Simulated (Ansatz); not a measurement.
Br:

```
Br
1.0
    -1.42349    1.42349    3.57752
     1.42349   -1.42349    3.57752
     1.42349    1.42349   -3.57752
Br
1
Direct
  0.00000 0.00000 0.00000
```

- Program: Ansatz 0.2.0
- Task: single point
- Functional: PBE
- Potentials or basis: all-electron LAPW, scalar-relativistic
- Cutoff: 184 eV (chosen from the basis error)
- Basis error allowed: 0.001 eV/atom
- k mesh: 13 × 13 × 13
- Occupations: fermi-dirac, width 0.05 eV
- Spin: no spin polarisation

On this cell: pressure 1.4 GPa; band gap on the k mesh none (metal or under the smearing width).

The same run follows on a disturbed copy (cell strained at random at fixed volume):

```
Br
1.0
    -1.37086    1.42822    3.50710
     1.54394   -1.43502    3.57868
     1.34378    1.40794   -3.50981
Br
1
Direct
  0.01208 0.00474 0.01896
```

What changes?

The energy (extrapolated to zero smearing) moves by +4.5 meV/atom; pressure 1.0 GPa; band gap on the k mesh none (metal or under the smearing width).

Stress tensor (GPa, compression positive):
```
-0.11  0.10 -0.24
 0.10  1.13  0.00
-0.24  0.00  1.90
```

Caveats: an odd number of electrons without spin polarisation forces a metal; a magnetic or distorted state may lie lower.
